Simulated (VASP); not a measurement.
# Mn in VASP: reference runs

Reference runs on Mn: the cell as given.

All numbers are computed with VASP 6.6.1; they aren't measurements. Logs are shortened: lines on timing, memory, paths and dates and some standing lists are left out, and cuts for length are marked.

## 1. The cell of the first run

The cell holds a slab with vacuum, 6 atoms: a = 2.732 Å, b = 2.732 Å, c = 24.657 Å, α = 90.00°, β = 90.00°, γ = 90.00°.

The slab is cut from a database's or a generator's crystal, which needn't be the stable form of the element.

## 2. Single point, PBE, collinear spin, ferromagnetic start (the (1 0 0) slab of Mn, cut from the database cell, not relaxed)

File INCAR:

```
ALGO = Normal ; DIPOL = 0.5 0.5 0.500
EDIFF = 1E-7 ; ENCUT = 520
GGA = PE ; IDIPOL = 3
ISIF = 2 ; ISMEAR = -1
ISPIN = 2 ; LASPH = T
LCHARG = T ; LDIPOL = T
LELF = T ; LMAXMIX = 4
LORBIT = 11 ; LREAL = F
LVACPOTAV = T ; LVHAR = T
LWAVE = F ; MAGMOM = 4 4 4 4 4 4
NBANDS = 52 ; NELM = 150
PREC = Accurate ; SIGMA = 0.05
```

File KPOINTS:

```
k-points
0
Gamma
  10 10 1
```

File POSCAR:

```
Mn
1.0
    2.7315534957      0.0000000000      0.0000000000
    0.0000000000      2.7315534957      0.0000000000
    0.0000000000      0.0000000000     24.6575000000
Mn
6
Direct
    0.5000000000      0.5000000000      0.3041670891
    0.0000000000      0.0000000000      0.3825002535
    0.5000000000      0.5000000000      0.4608334178
    0.0000000000      0.0000000000      0.5391665822
    0.5000000000      0.5000000000      0.6174997465
    0.0000000000      0.0000000000      0.6958329109
```

Potentials or basis: VASP PAW PBE potentials, release 64 (Mn_pv).

Run with:

```sh
> cat potpaw_PBE.64/Mn_pv/POTCAR > POTCAR
> mpirun -np 1 vasp_std > vasp.out
```

OUTCAR:

```text
EDIFF = 1E-7
   ENCUT = 520
   GGA = PE
   ISIF = 2
   ISMEAR = -1
   ISPIN = 2
   LASPH = T
   LORBIT = 11
   LREAL = F
   NELM = 150
   PREC = Accurate

 ion  position               nearest neighbor table
   1  0.500  0.500  0.304-   2 2.73   2 2.73   2 2.73   2 2.73
   2  0.000  0.000  0.383-   3 2.73   3 2.73   3 2.73   3 2.73   1 2.73   1 2.73   1 2.73   1 2.73

   3  0.500  0.500  0.461-   2 2.73   2 2.73   2 2.73   2 2.73   4 2.73   4 2.73   4 2.73   4 2.73

   4  0.000  0.000  0.539-   5 2.73   5 2.73   5 2.73   5 2.73   3 2.73   3 2.73   3 2.73   3 2.73

   5  0.500  0.500  0.617-   4 2.73   4 2.73   4 2.73   4 2.73   6 2.73   6 2.73   6 2.73   6 2.73

   6  0.000  0.000  0.696-   5 2.73   5 2.73   5 2.73   5 2.73

  LATTYP: Found a simple tetragonal cell.
 ALAT       =     2.7315534957
 C/A-ratio  =     9.0269145520

  Lattice vectors:

 A1 = (   2.7315534957,   0.0000000000,   0.0000000000)
 A2 = (   0.0000000000,   2.7315534957,   0.0000000000)
 A3 = (   0.0000000000,   0.0000000000,  24.6575000000)

Analysis of symmetry for initial positions (statically):
=====================================================================
 Subroutine PRICEL returns:
 Original cell was already a primitive cell.

 Routine SETGRP: Setting up the symmetry group for a
 simple tetragonal supercell.

 Subroutine GETGRP returns: Found 16 space group operations
 (whereof  8 operations were pure point group operations)
 out of a pool of 16 trial point group operations.

The static configuration has the point symmetry C_4v.
 The point group associated with its full space group is D_4h.

Analysis of symmetry for dynamics (positions and initial velocities):
=====================================================================
 Subroutine PRICEL returns:
 Original cell was already a primitive cell.

 Routine SETGRP: Setting up the symmetry group for a
 simple tetragonal supercell.

 Subroutine GETGRP returns: Found 16 space group operations
 (whereof  8 operations were pure point group operations)
 out of a pool of 16 trial point group operations.

The dynamic configuration has the point symmetry C_4v.
 The point group associated with its full space group is D_4h.

Analysis of structural, dynamic, and magnetic symmetry:
=====================================================================
 Subroutine PRICEL returns:
 Original cell was already a primitive cell.

 Routine SETGRP: Setting up the symmetry group for a
 simple tetragonal supercell.

 Subroutine GETGRP returns: Found 16 space group operations
 (whereof  8 operations were pure point group operations)
 out of a pool of 16 trial point group operations.

The overall configuration has the point symmetry C_4v.
 The point group associated with its full space group is D_4h.

 Subroutine INISYM returns: Found 16 space group operations
 (whereof  8 operations are pure point group operations),
 and found     1 'primitive' translations

----------------------------------------------------------------------------------------

                                     Primitive cell

  volume of cell :     183.9791

  direct lattice vectors                    reciprocal lattice vectors
     2.731553496  0.000000000  0.000000000     0.366092043  0.000000000  0.000000000
     0.000000000  2.731553496  0.000000000     0.000000000  0.366092043  0.000000000
     0.000000000  0.000000000 24.657500000     0.000000000  0.000000000  0.040555612

  length of vectors
     2.731553496  2.731553496 24.657500000     0.366092043  0.366092043  0.040555612

  position of ions in fractional coordinates (direct lattice)
     0.500000000  0.500000000  0.304167089
     0.000000000  0.000000000  0.382500253
     0.500000000  0.500000000  0.460833418
     0.000000000  0.000000000  0.539166582
     0.500000000  0.500000000  0.617499747
     0.000000000  0.000000000  0.695832911

  ion indices of the primitive-cell ions
   primitive index   ion index
                 1           1
                 2           2
                 3           3
                 4           4
                 5           5
                 6           6

----------------------------------------------------------------------------------------

 KPOINTS: k-points

Automatic generation of k-mesh.
 Grid dimensions read from file:
 generate k-points for:   10   10    1

 Generating k-lattice:

  Cartesian coordinates                     Fractional coordinates (reciprocal lattice)
     0.036609204  0.000000000  0.000000000     0.100000000  0.000000000  0.000000000
     0.000000000  0.036609204  0.000000000     0.000000000  0.100000000  0.000000000
     0.000000000  0.000000000  0.040555612     0.000000000  0.000000000  1.000000000

  Length of vectors
     0.036609204  0.036609204  0.040555612

  Shift w.r.t. Gamma in fractional coordinates (k-lattice)
     0.000000000  0.000000000  0.000000000

 Subroutine IBZKPT returns following result:
 ===========================================

 Found     21 irreducible k-points:

 Following reciprocal coordinates:
            Coordinates               Weight
  0.000000  0.000000  0.000000      1.000000
  0.100000  0.000000  0.000000      4.000000
  0.200000  0.000000  0.000000      4.000000
  0.300000  0.000000  0.000000      4.000000
  0.400000  0.000000  0.000000      4.000000
  0.500000  0.000000  0.000000      2.000000
[... 13 lines left out ...]
  0.500000  0.400000  0.000000      4.000000
  0.500000  0.500000  0.000000      1.000000
   k-points           NKPTS =     21   k-points in BZ     NKDIM =     21   number of bands    NBANDS=     52
   number of dos      NEDOS =    301   number of ions     NIONS =      6
   total plane-waves  NPLWV =  76800
   dimension x,y,z NGX =    20 NGY =   20 NGZ =  192
   dimension x,y,z NGXF=    40 NGYF=   40 NGZF=  384
   ions per type =               6
   NGX,Y,Z   is equivalent  to a cutoff of  12.17, 12.17, 12.95 a.u.
   NGXF,Y,Z  is equivalent  to a cutoff of  24.34, 24.34, 25.89 a.u.
 SYSTEM =  unknown system
   PREC   = accura    normal or accurate (medium, high low for compatibility)
   ISTART =      0    job   : 0-new  1-cont  2-samecut
   ICHARG =      2    charge: 1-file 2-atom 10-const
   ISPIN  =      2    spin polarized calculation?
   LNONCOLLINEAR =      F non collinear calculations
   LSORBIT =      F    spin-orbit coupling
   LASPH  =      T    aspherical Exc in radial PAW
   ENCUT  =  520.0 eV  38.22 Ry    6.18 a.u.   5.08  5.08 45.85*2*pi/ulx,y,z
   NELM   =    150;   NELMIN=  2; NELMDL= -5     # of ELM steps
   EDIFF  = 0.1E-06   stopping-criterion for ELM
   LREAL  =      F    real-space projection
   EDIFFG = 0.1E-05   stopping-criterion for IOM
   NSW    =      0    number of steps for IOM
   IBRION =     -1    ionic relax: 0-MD 1-quasi-New 2-CG
   NFREE  =      0    steps in history (QN), initial steepest desc. (CG)
   ISIF   =      2    stress and relaxation
   ISYM   =      2    0-nonsym 1-usesym 2-fastsym
   POTIM  = 0.5000    time-step for ionic-motion
   TEBEG  =    0.0;   TEEND  =   0.0 temperature during run
   PSTRESS=    0.0 pullay stress
   NELECT =      78.0000    total number of electrons
   NUPDOWN=      -1.0000    fix difference up-down
   EMIN   =  10.00;   EMAX   =-10.00  energy-range for DOS
   EFERMI =   0.00;   METHOD = LEGACY
   ISMEAR =    -1;   SIGMA  =   0.05  broadening in eV -4-tet -1-fermi 0-gaus
   EFERMI_NEDOS =   21; number of points for ismear=-14 and -15
   IALGO  =     38    algorithm
   IMIX   =      4    mixing-type and parameters
     AMIX     =   0.40;   BMIX     =  1.00
     AMIX_MAG =   1.60;   BMIX_MAG =  1.00
  volume/ion in A,a.u.               =      30.66       206.93
  Fermi-wavevector in a.u.,A,eV,Ry     =   1.229845  2.324069 20.579051  1.512518
  Thomas-Fermi vector in A             =   2.364716
   LORBIT       =     11    0 simple, 1 ext, 2 COOP (PROOUT), +10 PAW based schemes
   GGA     = PE    functional components
   LHFCALC =     F    Hartree Fock is set to
   AEXX    =    0.0000 exact exchange contribution
   IVDW    =     0    specifies the selected vdW correction
   LEPSILON=     F    determine dielectric tensor
   LRPA    =     F    only Hartree local field effects (RPA)
 spin polarized calculation
  energy-cutoff  :      520.00
  volume of cell :      183.98
 maximum number of plane-waves:      4986
   NGX = 11   NGY = 11   NGZ = 91

 dipolmoment           0.000000      0.000000      0.000000 electrons x Angstroem

 number of electron      77.9999978 magnetization      19.7314809

 dipolmoment           0.000000      0.000000     -0.000000 electrons x Angstroem

 Free energy of the ion-electron system (eV)
  ---------------------------------------------------
  ext. energy  EPLUGINS =         0.00000000
  ---------------------------------------------------
  free energy    TOTEN  =       -49.18691607 eV

  energy without entropy =      -49.09935943  energy(sigma->0) =      -49.14313775

 E-fermi :   1.5475     XC(G=0):  -6.5353

 val. band max:        1.5453828428   @ k =   0.1000   0.1000   0.0000
 cond. band min:       1.5490186044   @ k =   0.3000   0.0000   0.0000
 fundamental gap:      0.0036357616
 Fermi energy:         1.5475399921

 spin component 1

 k-point     1 :       0.0000    0.0000    0.0000
  band No.  band energies     occupation
      1     -48.0247      1.00000
      2     -48.0247      1.00000
      3     -47.7603      1.00000
      4     -47.7603      1.00000
      5     -47.7603      1.00000
      6     -47.7603      1.00000
[... 43 lines left out ...]
     50       1.2062      0.99892
     51       1.3273      0.98793

 k-point     2 :       0.1000    0.0000    0.0000
  band No.  band energies     occupation
      1     -48.0232      1.00000
      2     -48.0232      1.00000
      3     -47.7749      1.00000
      4     -47.7749      1.00000
      5     -47.7590      1.00000
      6     -47.7590      1.00000
[... 1018 lines left out ...]
 k-point    21 :       0.5000    0.5000    0.0000
  band No.  band energies     occupation
      1     -47.9910      1.00000
      2     -47.9910      1.00000
      3     -47.8923      1.00000
      4     -47.8923      1.00000
      5     -47.8923      1.00000
      6     -47.8923      1.00000
[... 43 lines left out ...]
     50       4.0582      0.00000
     51       5.2296      0.00000
 Fermi energy:         1.5475399921

 spin component 2

 k-point     1 :       0.0000    0.0000    0.0000
  band No.  band energies     occupation
      1     -44.5074      1.00000
      2     -44.3826      1.00000
      3     -44.3530      1.00000
      4     -44.3530      1.00000
      5     -44.2996      1.00000
      6     -44.2996      1.00000
[... 43 lines left out ...]
     50       4.3141      0.00000
     51       4.4052      0.00000

 k-point     2 :       0.1000    0.0000    0.0000
  band No.  band energies     occupation
      1     -44.5032      1.00000
      2     -44.3992      1.00000
      3     -44.3516      1.00000
      4     -44.3499      1.00000
      5     -44.3211      1.00000
      6     -44.2989      1.00000
[... 1018 lines left out ...]
 k-point    21 :       0.5000    0.5000    0.0000
  band No.  band energies     occupation
      1     -44.5209      1.00000
      2     -44.5209      1.00000
      3     -44.4422      1.00000
      4     -44.4422      1.00000
      5     -44.3825      1.00000
      6     -44.3825      1.00000
[... 43 lines left out ...]
     50       5.1045      0.00000
     51       6.6166      0.00000
 [bands above 51 left out]

------------------------ aborting loop because EDIFF is reached ----------------------------------------

  FORCE on cell =-STRESS in cart. coord.  units (eV):
  Direction    XX          YY          ZZ          XY          YZ          ZX
  --------------------------------------------------------------------------------------
  -------------------------------------------------------------------------------------
  Total       -4.6112293     -4.6112293     -4.8801622      0.0000000     -0.0000000      0.0000000
  in kB      -40.1567764    -40.1567764    -42.4987719      0.0000000     -0.0000000      0.0000000
  external PRESSURE =     -40.9374416 kB  Pullay stress =       0.0000000 kB

 VOLUME and BASIS-vectors are now :
 -----------------------------------------------------------------------------
  energy-cutoff  :      520.00
  volume of cell :      183.98
      direct lattice vectors                 reciprocal lattice vectors
     2.731553496  0.000000000  0.000000000     0.366092043  0.000000000  0.000000000
     0.000000000  2.731553496  0.000000000     0.000000000  0.366092043  0.000000000
     0.000000000  0.000000000 24.657500000     0.000000000  0.000000000  0.040555612

 POSITION                                       TOTAL-FORCE (eV/Angst)
 -----------------------------------------------------------------------------------
      1.36578      1.36578      7.50000         0.000000      0.000000      0.554960
      0.00000      0.00000      9.43150         0.000000      0.000000     -0.139520
      1.36578      1.36578     11.36300         0.000000      0.000000      0.142358
      0.00000      0.00000     13.29450        -0.000000      0.000000     -0.142358
      1.36578      1.36578     15.22600         0.000000     -0.000000      0.139520
      0.00000      0.00000     17.15750         0.000000      0.000000     -0.554960
 -----------------------------------------------------------------------------------
    total drift:                               -0.000000     -0.000000      0.000000

  FREE ENERGIE OF THE ION-ELECTRON SYSTEM (eV)
  ---------------------------------------------------
  free  energy   TOTEN  =       -49.1869160749 eV

  energy  without entropy=      -49.0993594310  energy(sigma->0) =      -49.14313775

 vacuum level on the upper side and lower side of the slab         5.296         5.296

 total charge

# of ion       s       p       d       tot
------------------------------------------
    1        0.332   6.173   4.985  11.490
    2        0.334   6.242   5.001  11.576
    3        0.336   6.246   4.981  11.562
    4        0.336   6.246   4.981  11.562
    5        0.334   6.242   5.001  11.576
    6        0.332   6.173   4.985  11.490
--------------------------------------------------
tot          2.003  37.321  29.933  69.257

 magnetization (x)

# of ion       s       p       d       tot
------------------------------------------
    1        0.015   0.031   3.651   3.697
    2       -0.008  -0.008   2.902   2.885
    3       -0.007  -0.002   2.851   2.842
    4       -0.007  -0.002   2.851   2.842
    5       -0.008  -0.008   2.902   2.885
    6        0.015   0.031   3.651   3.697
--------------------------------------------------
tot         -0.001   0.042  18.809  18.850
```

It took 14 min on 1 thread of Intel Xeon Platinum 8488C (Sapphire Rapids), shared host; peak memory 0.49 GiB.

Results:

* Free energy: -49.1869 eV
* Largest force: 0.555 eV/Å
* Net moment: 19.73 μB per cell
* Site moments: Mn +3.70, +2.88, +2.84 μB
* Valence electrons inside the program's atomic spheres: Mn 11.49, 11.58, 11.56
* Work function of the upper face: 3.75 eV
* Work function of the lower face: 3.75 eV

Forces on the atoms (eV/Å):
```
Mn   0.000  0.000  0.555
Mn   0.000  0.000 -0.140
Mn   0.000  0.000  0.142
Mn   0.000  0.000 -0.142
Mn   0.000  0.000  0.140
Mn   0.000  0.000 -0.555
```

Levels at points of the mesh, in eV from the Fermi level:
Spin up:
```tsv
k point	band 44	band 45	band 46	band 47	band 48	band 49	band 50	band 51	band 52
(0.00, 0.00, 0.00)	-0.89	-0.85	-0.75	-0.55	-0.35	-0.34	-0.34	-0.22	0.08
(0.50, 0.00, 0.00)	-0.75	-0.42	-0.42	-0.13	-0.13	0.14	0.14	0.90	0.90
(0.50, 0.50, 0.00)	-0.22	0.26	0.26	0.33	0.33	2.51	2.51	3.68	3.68
```
Spin down:
```
           k point  band 27  band 28  band 29  band 30  band 31  band 32
(0.00, 0.00, 0.00)    -0.55    -0.02     0.43     0.58     0.61     0.65
(0.50, 0.00, 0.00)    -0.04    -0.04     0.29     0.29     0.45     0.45
(0.50, 0.50, 0.00)    -0.97    -0.97    -0.46    -0.46     0.29     0.29
```

Caveat: the bands computed are all filled at some k points, so no gap is given.
